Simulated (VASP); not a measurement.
# TaN (P-6m2) in VASP: a series of runs

Runs on TaN. Level: r2SCAN+U. Tasks: single point.

All numbers are computed with VASP 6.6.1; they aren't measurements. Logs are shortened: lines on timing, memory, paths and dates and some standing lists are left out, and cuts for length are marked.

### Step 1. The crystal as given

The structure is hexagonal, space group P-6m2 (No. 187). The conventional cell has a = 2.938 Å, b = 2.938 Å, c = 2.883 Å, α = 90.00°, β = 90.00°, γ = 120.00°. Ta (site symmetry -6m2) is surrounded by 6 N at 2.23 Å. Around N (site symmetry -6m2) lie 6 Ta at 2.23 Å.

### Step 2. Single point, r2SCAN+U, collinear spin, typed start

POSCAR reads:

```
TaN
1.0
    2.9380011100      0.0000000000      0.0000000000
   -1.4690005500      2.5443836000      0.0000000000
    0.0000000000      0.0000000000      2.8830022100
Ta N
1 1
Direct
    0.3333333333      0.6666666667      0.5000000000
    0.0000000000      0.0000000000      0.0000000000
```

INCAR.step1 reads:

```
PREC = Accurate ; ENCUT = 520
ISMEAR = 0 ; SIGMA = 0.05
LREAL = False ; LASPH = True
NELM = 150 ; ISPIN = 2
MAGMOM = 2 0 ; LMAXMIX = 4
LDAU = True ; LDAUTYPE = 2
LDAUL = 2 -1 ; LDAUU = 3 0
LDAUJ = 0 0 ; NBANDS = 19
GGA = PE ; ALGO = Normal
EDIFF = 1E-4 ; LWAVE = True
LCHARG = False
```

INCAR.step2 reads:

```
PREC = Accurate ; ENCUT = 520
EDIFF = 1E-7 ; ISMEAR = 0
SIGMA = 0.05 ; LREAL = False
LASPH = True ; NELM = 150
ALGO = Normal ; ISIF = 2
LWAVE = False ; LCHARG = True
ISPIN = 2 ; MAGMOM = 2 0
LORBIT = 11 ; LMAXMIX = 4
LDAU = True ; LDAUTYPE = 2
LDAUL = 2 -1 ; LDAUU = 3 0
LDAUJ = 0 0 ; LDAUPRINT = 1
METAGGA = R2SCAN ; LMIXTAU = True
LELF = True ; LVHAR = True
NBANDS = 19 ; ISTART = 1
```

KPOINTS reads:

```
regular mesh
0
Gamma
  7 7 7
```

Potentials or basis: VASP PAW PBE potentials, release 64 (Ta_pv, N).

Launch:

```
$ cat potpaw_PBE.64/Ta_pv/POTCAR potpaw_PBE.64/N/POTCAR > POTCAR
$ cp INCAR.step1 INCAR
$ mpirun -np 1 vasp_std > vasp.out
$ cp INCAR.step2 INCAR
$ mpirun -np 1 vasp_std > vasp.out
```

OUTCAR:

```text
PREC = Accurate
   ENCUT = 520
   EDIFF = 1E-7
   ISMEAR = 0
   LREAL = False
   LASPH = True
   NELM = 150
   ISIF = 2
   ISPIN = 2
   LORBIT = 11
   METAGGA = R2SCAN
   ISTART = 1

 ion  position               nearest neighbor table
   1  0.333  0.667  0.500-   2 2.23   2 2.23   2 2.23   2 2.23   2 2.23   2 2.23
   2  0.000  0.000  0.000-   1 2.23   1 2.23   1 2.23   1 2.23   1 2.23   1 2.23

  LATTYP: Found a hexagonal cell.
 ALAT       =     2.9380011100
 C/A-ratio  =     0.9812801636

  Lattice vectors:

 A1 = (   2.9380011100,   0.0000000000,   0.0000000000)
 A2 = (  -1.4690005500,   2.5443836000,   0.0000000000)
 A3 = (   0.0000000000,   0.0000000000,   2.8830022100)

Analysis of symmetry for initial positions (statically):
=====================================================================
 Subroutine PRICEL returns:
 Original cell was already a primitive cell.

 Routine SETGRP: Setting up the symmetry group for a
 hexagonal supercell.

 Subroutine GETGRP returns: Found 12 space group operations
 (whereof 12 operations were pure point group operations)
 out of a pool of 24 trial point group operations.

The static configuration has the point symmetry D_3h.

Analysis of symmetry for dynamics (positions and initial velocities):
=====================================================================
 Subroutine PRICEL returns:
 Original cell was already a primitive cell.

 Routine SETGRP: Setting up the symmetry group for a
 hexagonal supercell.

 Subroutine GETGRP returns: Found 12 space group operations
 (whereof 12 operations were pure point group operations)
 out of a pool of 24 trial point group operations.

The dynamic configuration has the point symmetry D_3h.

Analysis of structural, dynamic, and magnetic symmetry:
[... 179 lines left out ...]
  o =  0.1768  v = -0.0000  0.8461  0.0000  0.5330 -0.0000  0.0000  0.0000  0.0000  0.0000  0.0000      0.0000  0.0000  0.0000  0.0000  0.0000  0.0000  0.0000  0.0000  0.0000  0.0000
  o =  0.1768  v =  0.0000  0.0000  0.0000  0.0000  0.0000  0.0000  0.5330  0.0000 -0.8461  0.0000      0.0000  0.0000  0.0000  0.0000  0.0000  0.0000  0.0000  0.0000  0.0000  0.0000
  o =  0.1768  v =  0.0000  0.0000  0.0000  0.0000  0.0000 -0.0000  0.8461  0.0000  0.5330  0.0000      0.0000  0.0000  0.0000  0.0000  0.0000  0.0000  0.0000  0.0000  0.0000  0.0000
  o =  0.2604  v =  0.0332 -0.0000  0.0000  0.0000 -0.9994  0.0000  0.0000  0.0000  0.0000  0.0000      0.0000  0.0000  0.0000  0.0000  0.0000  0.0000  0.0000  0.0000  0.0000  0.0000
  o =  0.2604  v =  0.9994 -0.0000  0.0000  0.0000  0.0332  0.0000  0.0000  0.0000  0.0000  0.0000      0.0000  0.0000  0.0000  0.0000  0.0000  0.0000  0.0000  0.0000  0.0000  0.0000
  o =  0.2604  v =  0.0000  0.0000  0.0000  0.0000  0.0000  0.0296  0.0000  0.0000 -0.0000 -0.9996      0.0000  0.0000  0.0000  0.0000  0.0000  0.0000  0.0000  0.0000  0.0000  0.0000
  o =  0.2604  v =  0.0000  0.0000  0.0000  0.0000  0.0000  0.9996 -0.0000  0.0000  0.0000  0.0296      0.0000  0.0000  0.0000  0.0000  0.0000  0.0000  0.0000  0.0000  0.0000  0.0000
  o =  0.3106  v = -0.0000 -0.0000  1.0000 -0.0000  0.0000  0.0000  0.0000  0.0000  0.0000  0.0000      0.0000  0.0000  0.0000  0.0000  0.0000  0.0000  0.0000  0.0000  0.0000  0.0000
  o =  0.3106  v =  0.0000  0.0000  0.0000  0.0000  0.0000 -0.0000 -0.0000  1.0000 -0.0000  0.0000      0.0000  0.0000  0.0000  0.0000  0.0000  0.0000  0.0000  0.0000  0.0000  0.0000

 number of electron      16.0000001 magnetization      -0.0000000

 Free energy of the ion-electron system (eV)
  ---------------------------------------------------
  ext. energy  EPLUGINS =         0.00000000
  ---------------------------------------------------
  free energy    TOTEN  =       -57.67494196 eV

  energy without entropy =      -57.67449514  energy(sigma->0) =      -57.67471855

 E-fermi :   8.6822     XC(G=0): -14.3586

 val. band max:        8.6725419515   @ k =   0.0000   0.0000   0.2857
 cond. band min:       9.3232010951   @ k =   0.0000   0.0000   0.2857
 fundamental gap:      0.6506591436
 Fermi energy:         8.6822127313

 spin component 1

 k-point     1 :       0.0000    0.0000    0.0000
  band No.  band energies     occupation
      1     -28.1704      1.00000
      2     -27.9174      1.00000
      3     -27.9174      1.00000
      4     -10.4428      1.00000
      5       3.7070      1.00000
      6       3.7070      1.00000
[... 1049 lines left out ...]
     18      27.3396      0.00000
     19      32.6652      0.00000

 [... further k-points ...]

------------------------ aborting loop because EDIFF is reached ----------------------------------------

  FORCE on cell =-STRESS in cart. coord.  units (eV):
  Direction    XX          YY          ZZ          XY          YZ          ZX
  --------------------------------------------------------------------------------------
  -------------------------------------------------------------------------------------
  Total        1.4133759      1.4133759      1.6815314      0.0000000      0.0000000      0.0000000
  in kB      105.0724208    105.0724210    125.0074919      0.0000002      0.0000000      0.0000000
  external PRESSURE =     111.7174446 kB  Pullay stress =       0.0000000 kB

 VOLUME and BASIS-vectors are now :
 -----------------------------------------------------------------------------
  energy-cutoff  :      520.00
  volume of cell :       21.55
      direct lattice vectors                 reciprocal lattice vectors
     2.938001110  0.000000000  0.000000000     0.340367468  0.196511249  0.000000000
    -1.469000550  2.544383600  0.000000000     0.000000000  0.393022499  0.000000000
     0.000000000  0.000000000  2.883002210     0.000000000  0.000000000  0.346860643

 POSITION                                       TOTAL-FORCE (eV/Angst)
 -----------------------------------------------------------------------------------
      0.00000      1.69626      1.44150        -0.000000      0.000000      0.000000
      0.00000      0.00000      0.00000         0.000000     -0.000000      0.000000
 -----------------------------------------------------------------------------------
    total drift:                                0.000001     -0.000000     -0.000000

  FREE ENERGIE OF THE ION-ELECTRON SYSTEM (eV)
  ---------------------------------------------------
  free  energy   TOTEN  =       -57.6749419609 eV

  energy  without entropy=      -57.6744951378  energy(sigma->0) =      -57.67471855

 total charge

# of ion       s       p       d       tot
------------------------------------------
    1        0.323   6.279   2.320   8.922
    2        1.241   2.555   0.000   3.796
--------------------------------------------------
tot          1.563   8.834   2.320  12.717

 magnetization (x)

# of ion       s       p       d       tot
------------------------------------------
    1       -0.000   0.000   0.000   0.000
    2       -0.000   0.000   0.000   0.000
--------------------------------------------------
tot         -0.000   0.000   0.000   0.000
```

It took 80 s on 1 thread of Intel Xeon Platinum 8488C (Sapphire Rapids), shared host; peak memory 0.17 GiB.

Results:

```yaml
Free_energy: -57.6749 eV
Pressure: 11.2 GPa
Band_gap_on_the_k_mesh: none (metal or under the smearing width)
Net_moment: 0.00 μB per cell
Valence_electrons_inside_the_program's_atomic_spheres: Ta 8.92; N 3.80
```

Stress tensor (GPa, compression positive):
```
10.51  0.00  0.00
 0.00 10.51  0.00
 0.00  0.00 12.50
```

Eigenvalues of the final occupation matrices:
```csv
site,spin,trace,eigenvalues
site 1 d,1,1.19,0.18 0.18 0.26 0.26 0.31
site 1 d,2,1.19,0.18 0.18 0.26 0.26 0.31
```

Caveat: the PAW data sets were made with another functional, which shifts forces and pressure a little.

### Step 3. Single point, r2SCAN+U, collinear spin, zero start

POSCAR is that of step 2.

INCAR.step1 reads:

```
PREC     = Accurate       # precision mode
ENCUT    = 520            # plane-wave cutoff, eV
ISMEAR   = 0              # smearing method
SIGMA    = 0.05           # smearing width, eV
LREAL    = False          # projectors in reciprocal space
LASPH    = True           # aspherical terms in the spheres
NELM     = 150            # most SCF steps
ISPIN    = 2              # spin polarisation
MAGMOM   = 0 0            # initial moments
LMAXMIX  = 4              # l up to which the mixer works
LDAU     = True           # DFT+U
LDAUTYPE = 2            
LDAUL    = 2 -1           # shell
LDAUU    = 3 0            # U, eV
LDAUJ    = 0 0          
NBANDS   = 19             # bands
GGA      = PE             # functional
ALGO     = Normal         # electronic algorithm
EDIFF    = 1E-4           # SCF threshold, eV
LWAVE    = True           # write WAVECAR
LCHARG   = False          # write CHGCAR
```

INCAR.step2 reads:

```
PREC     = Accurate       # precision mode
ENCUT    = 520            # plane-wave cutoff, eV
EDIFF    = 1E-6           # SCF threshold, eV
ISMEAR   = 0              # smearing method
SIGMA    = 0.05           # smearing width, eV
LREAL    = False          # projectors in reciprocal space
LASPH    = True           # aspherical terms in the spheres
NELM     = 150            # most SCF steps
ALGO     = Normal         # electronic algorithm
ISIF     = 2              # what is computed and relaxed
LWAVE    = False          # write WAVECAR
LCHARG   = False          # write CHGCAR
ISPIN    = 2              # spin polarisation
MAGMOM   = 0 0            # initial moments
LORBIT   = 11             # projections on sites
LMAXMIX  = 4              # l up to which the mixer works
LDAU     = True           # DFT+U
LDAUTYPE = 2            
LDAUL    = 2 -1           # shell
LDAUU    = 3 0            # U, eV
LDAUJ    = 0 0          
LDAUPRINT= 1            
METAGGA  = R2SCAN         # meta-GGA
LMIXTAU  = True         
NBANDS   = 19             # bands
ISTART   = 1
```

KPOINTS reads:

```
Automatic mesh
0
Gamma
  7 7 7
```

Potentials or basis: VASP PAW PBE potentials, release 64 (Ta_pv, N).

Launch:

```
$ cat potpaw_PBE.64/Ta_pv/POTCAR potpaw_PBE.64/N/POTCAR > POTCAR
$ cp INCAR.step1 INCAR
$ mpirun -np 1 vasp_std > vasp.out
$ cp INCAR.step2 INCAR
$ mpirun -np 1 vasp_std > vasp.out
```

OUTCAR:

```text
PREC = Accurate
   ENCUT = 520
   EDIFF = 1E-6
   ISMEAR = 0
   LREAL = False
   LASPH = True
   NELM = 150
   ISIF = 2
   ISPIN = 2
   LORBIT = 11
   METAGGA = R2SCAN
   ISTART = 1

 ion  position               nearest neighbor table
   1  0.333  0.667  0.500-   2 2.23   2 2.23   2 2.23   2 2.23   2 2.23   2 2.23
   2  0.000  0.000  0.000-   1 2.23   1 2.23   1 2.23   1 2.23   1 2.23   1 2.23

  LATTYP: Found a hexagonal cell.
 ALAT       =     2.9380011100
 C/A-ratio  =     0.9812801636

  Lattice vectors:

 A1 = (   2.9380011100,   0.0000000000,   0.0000000000)
 A2 = (  -1.4690005500,   2.5443836000,   0.0000000000)
 A3 = (   0.0000000000,   0.0000000000,   2.8830022100)

Analysis of symmetry for initial positions (statically):
=====================================================================
 Subroutine PRICEL returns:
 Original cell was already a primitive cell.

 Routine SETGRP: Setting up the symmetry group for a
 hexagonal supercell.

 Subroutine GETGRP returns: Found 12 space group operations
 (whereof 12 operations were pure point group operations)
 out of a pool of 24 trial point group operations.

The static configuration has the point symmetry D_3h.

Analysis of symmetry for dynamics (positions and initial velocities):
=====================================================================
 Subroutine PRICEL returns:
 Original cell was already a primitive cell.

 Routine SETGRP: Setting up the symmetry group for a
 hexagonal supercell.

 Subroutine GETGRP returns: Found 12 space group operations
 (whereof 12 operations were pure point group operations)
 out of a pool of 24 trial point group operations.

The dynamic configuration has the point symmetry D_3h.
[... 188 lines left out ...]
  o =  0.3106  v =  0.0000  0.0000  0.0000  0.0000  0.0000 -0.0000 -0.0000  1.0000  0.0000  0.0000      0.0000  0.0000  0.0000  0.0000  0.0000  0.0000  0.0000  0.0000  0.0000  0.0000
  o =  0.3106  v = -0.0000  0.0000  1.0000  0.0000  0.0000  0.0000  0.0000  0.0000  0.0000  0.0000      0.0000  0.0000  0.0000  0.0000  0.0000  0.0000  0.0000  0.0000  0.0000  0.0000

 number of electron      16.0000001 magnetization       0.0000000

 Free energy of the ion-electron system (eV)
  ---------------------------------------------------
  ext. energy  EPLUGINS =         0.00000000
  ---------------------------------------------------
  free energy    TOTEN  =       -57.67494272 eV

  energy without entropy =      -57.67449590  energy(sigma->0) =      -57.67471931

 E-fermi :   8.6822     XC(G=0): -14.3586

 val. band max:        8.6725461971   @ k =   0.0000   0.0000   0.2857
 cond. band min:       9.3231946610   @ k =   0.0000   0.0000   0.2857
 fundamental gap:      0.6506484639
 Fermi energy:         8.6822126810

 spin component 1

 k-point     1 :       0.0000    0.0000    0.0000
  band No.  band energies     occupation
      1     -28.1704      1.00000
      2     -27.9174      1.00000
      3     -27.9174      1.00000
      4     -10.4428      1.00000
      5       3.7070      1.00000
      6       3.7070      1.00000
[... 1049 lines left out ...]
     18      27.3396      0.00000
     19      32.6652      0.00000

 [... further k-points ...]

------------------------ aborting loop because EDIFF is reached ----------------------------------------

  FORCE on cell =-STRESS in cart. coord.  units (eV):
  Direction    XX          YY          ZZ          XY          YZ          ZX
  --------------------------------------------------------------------------------------
  -------------------------------------------------------------------------------------
  Total        1.4132426      1.4132426      1.6812977      0.0000000     -0.0000000      0.0000000
  in kB      105.0625121    105.0625123    124.9901190      0.0000002     -0.0000000      0.0000000
  external PRESSURE =     111.7050478 kB  Pullay stress =       0.0000000 kB

 VOLUME and BASIS-vectors are now :
 -----------------------------------------------------------------------------
  energy-cutoff  :      520.00
  volume of cell :       21.55
      direct lattice vectors                 reciprocal lattice vectors
     2.938001110  0.000000000  0.000000000     0.340367468  0.196511249  0.000000000
    -1.469000550  2.544383600  0.000000000     0.000000000  0.393022499  0.000000000
     0.000000000  0.000000000  2.883002210     0.000000000  0.000000000  0.346860643

 POSITION                                       TOTAL-FORCE (eV/Angst)
 -----------------------------------------------------------------------------------
      0.00000      1.69626      1.44150        -0.000000      0.000000      0.000000
      0.00000      0.00000      0.00000         0.000000     -0.000000      0.000000
 -----------------------------------------------------------------------------------
    total drift:                                0.000001     -0.000000     -0.000000

  FREE ENERGIE OF THE ION-ELECTRON SYSTEM (eV)
  ---------------------------------------------------
  free  energy   TOTEN  =       -57.6749427230 eV

  energy  without entropy=      -57.6744959046  energy(sigma->0) =      -57.67471931

 total charge

# of ion       s       p       d       tot
------------------------------------------
    1        0.323   6.279   2.320   8.922
    2        1.241   2.555   0.000   3.796
--------------------------------------------------
tot          1.563   8.834   2.320  12.717

 magnetization (x)

# of ion       s       p       d       tot
------------------------------------------
    1        0.000   0.000   0.000   0.000
    2       -0.000   0.000   0.000   0.000
--------------------------------------------------
tot         -0.000   0.000   0.000   0.000
```

Wall time 68 s (1 thread of Intel Xeon Platinum 8488C (Sapphire Rapids), shared host); peak memory 0.17 GiB.

What came out:

- Free energy: -57.6749 eV
- Pressure: 11.2 GPa
- Band gap on the k mesh: none (metal or under the smearing width)
- Net moment: 0.00 μB per cell
- Valence electrons inside the program's atomic spheres: Ta 8.92; N 3.80

Eigenvalues of the final occupation matrices:
| site | spin | trace | eigenvalues |
| --- | --- | --- | --- |
| site 1 d | 1 | 1.19 | 0.18 0.18 0.26 0.26 0.31 |
| site 1 d | 2 | 1.19 | 0.18 0.18 0.26 0.26 0.31 |

Caveat: the PAW data sets were made with another functional, which shifts forces and pressure a little.
